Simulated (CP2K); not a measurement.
Crystal: TaN.

```
CELL_PARAMETERS angstrom
3.12728 0.00000 0.00000
1.56364 2.70831 0.00000
1.56364 0.90277 2.55342
ATOMIC_POSITIONS crystal
Ta 0.50000 0.50000 0.50000
N 0.00000 0.00000 0.00000
```

The cell comes from a database or a generator and needn't be the stable form of this composition.

Program: CP2K 2026.2. Alike in all runs: task band structure; no spin polarisation; cell as given; k mesh 10 × 10 × 10.

Task: Order these runs on this cell by their pressure, lowest first.
A. level r2SCAN; potentials or basis POTENTIAL_UZH Ta GTH-SCAN-q13, N GTH-SCAN-q5; TZVP-MOLOPT-SCAN-GTH basis; smearing fermi-dirac 0.0259 eV; EPS_DEFAULT 1.0E-9; NGRIDS 5; points a segment of the path (NPOINTS) 8; bands added on the path 4; CUTOFF of the grids 675 Ry
B. level PBE; potentials or basis POTENTIAL_UZH Ta GTH-PBE-q13, N GTH-PBE-q5; TZVP-MOLOPT-PBE-GTH basis; smearing fermi-dirac 0.01 eV; EPS_DEFAULT 1.0E-9; NGRIDS 5; points a segment of the path (NPOINTS) 10; bands added on the path 4; CUTOFF of the grids 450 Ry
C. level LDA; potentials or basis GTH_POTENTIALS Ta GTH-PADE-q13, N GTH-PADE-q5; TZVP-MOLOPT-PBE-GTH basis; smearing fermi-dirac 0.0259 eV; EPS_DEFAULT 1.0E-10; NGRIDS 4; points a segment of the path (NPOINTS) 6; bands added on the path 6; CUTOFF of the grids 450 Ry

Result: C (-119.4 GPa), A (-11.9 GPa), B (-5.8 GPa).

Caveats: the basis of atomic orbitals isn't converged, which shifts pressures, moduli and gaps; a pressure of tens of GPa on the cell as given is suspect, and the run, the potentials or the cell itself is likely at fault (some runs).
